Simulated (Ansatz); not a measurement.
Li₂Se, space group Fm-3m, the levels without and with spin-orbit coupling

Computed with Ansatz's Python interface.

Notebook, run cell by cell (the value of a cell's last expression is shown):

In [1]:
```python
import ansatz as az
```

In [2]:
```python
SETTINGS = {
    "xc": "pbe",
    "cutoff_ev": 260,
    "k_spacing": 0.29,
    "filling": "fixed",
    "tolerance": 1e-06,
}
```

In [3]:
```python
structure = (
    az.Lattice.fcc(6.005)
    .space_group(225)
    .atom("Li", (0.25, 0.75, 0.75))
    .atom("Se", (0.0, 0.0, 0.0))
    .primitive()
)

len(structure.resolved().sites)
```
Out [3]:
```text
3
```

In [4]:
```python
job = (
    structure.calculation()
    .functional(SETTINGS["xc"])
    .basis(SETTINGS["cutoff_ev"])
    .accuracy("low")
    .kpoints(spacing=SETTINGS["k_spacing"])
    .occupations(SETTINGS["filling"])
    .scf(tolerance=SETTINGS["tolerance"], algorithm="density_mixing")
    .band_table()
)
for label, variant in (("scalar-relativistic", job), ("spin-orbit", job.spin(soc=True))):
    data = variant.run().report
    zero = data["band_edges_ev"][0] if data.get("band_edges_ev") else data["fermi_energy_ev"]
    near = [round(e - zero, 3) for e in data["eigenvalues_ev"][0] if abs(e - zero) < 3]
    print(label)
    print("  band edges (eV):", [round(e, 3) for e in data.get("band_edges_ev") or []] or "none reported")
    print("  levels at k =", data["kpoints_frac"][0], "within 3 eV of the zero:", near)
```
```text
DeckWarning: basis.ecutwfc = 260 eV is below the records' recommended 420 eV, and the density's cutoff is lower with it unless basis.ecutrho_ratio is high enough to keep the records' density cutoff: compare with a run at a higher cutoff
scalar-relativistic
  band edges (eV): [3.393, 6.517]
  levels at k = [0.0, 0.0, 0.0] within 3 eV of the zero: [-0.0, -0.0, 0.0]
spin-orbit
  band edges (eV): [3.52, 6.516]
  levels at k = [0.0, 0.0, 0.0] within 3 eV of the zero: [-0.387, -0.387, -0.0, -0.0, 0.0, 0.0]
```

Caveats:
- These settings explore the input space; cutoff and mesh may be short of convergence.
- The cutoff lies under the one recommended for these potentials.
- The computed bands are complete only to about 5.5 eV above the Fermi level.
- The starting cell is as deposited in a crystallographic database; the results hold for this polymorph, which needn't be the stable one.
- Gaps and levels are Kohn-Sham values on a finite set of k-points.
- Warnings are shown shortened and without file and line.
- With spin-orbit coupling each level holds one electron and, with inversion or at time-reversal points, comes in pairs; a window in energy can cut a split set.
- The whole script took 4.3 s on 1 thread of Arm Neoverse V1 (shared host), peak memory 0.44 GiB.
